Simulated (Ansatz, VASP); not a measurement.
## Al in VASP and in Ansatz

The input INCAR:

```
PREC = Accurate
ENCUT = 520
EDIFF = 1E-6
ISMEAR = 0
SIGMA = 0.15
LREAL = False
LASPH = True
NELM = 100
ALGO = Fast
ISIF = 2
LWAVE = False
LCHARG = True
GGA = PS
LELF = True
LVHAR = True
NBANDS = 8
```

File KPOINTS:

```
Automatic mesh
0
Gamma
  24 24 24
```

Contents of POSCAR:

```
Al
1.0
   -1.0221629741      1.6443491322      1.6443491322
    1.6443491322     -1.0221629741      1.6443491322
    1.6443491322      1.6443491322     -1.0221629741
Al
1
Direct
    0.0000000000      0.0000000000      0.0000000000
```

Input for Ansatz:

```yaml
crystal:
  lattice:
    - [-1.0221629741, 1.6443491322, 1.6443491322]
    - [1.6443491322, -1.0221629741, 1.6443491322]
    - [1.6443491322, 1.6443491322, -1.0221629741]
  atoms:
    - { symbol: Al, position: [0.0, 0.0, 0.0] }
basis:
  ecutwfc: 420
kpoints:
  mp_grid: { grid: [24, 24, 24] }
hamiltonian:
  xc: pbesol
scf:
  occupations: { method: gaussian, width: 0.15 }
output:
  forces: true
  stress: true
  eigenvalues: true
  write_density: true
  write_potential: true
  elf: true
  volumetric_format: npy
```

Alike in both runs: task single point; functional PBEsol; k mesh 24 × 24 × 24; occupations gaussian, width 0.15 eV; no spin polarisation.

```csv
,VASP,Ansatz
version,VASP 6.6.1,Ansatz 0.2.0
potentials or method,"VASP PAW PBE potentials, release 64 (Al)","scalar-relativistic, plane waves, PAW"
plane-wave cutoff (eV),520,420
valence electrons in the cell,3,3
```

Ansatz gave:

- gap on the k mesh at the Fermi level (eV): none
- pressure (GPa): 16.8
- largest component of the traceless stress (GPa): 3.36

Estimate VASP's values.

gap on the k mesh at the Fermi level (eV): none; pressure (GPa): 17.0; largest component of the traceless stress (GPa): 3.38.

A gap of «none» marks a metal or a gap that the smearing closes.

Caveats: so large a pressure means that the cell lies far from this level's equilibrium, or that cutoff or potentials fall short (VASP); the potentials were made for another functional, which shifts forces and pressure (VASP).
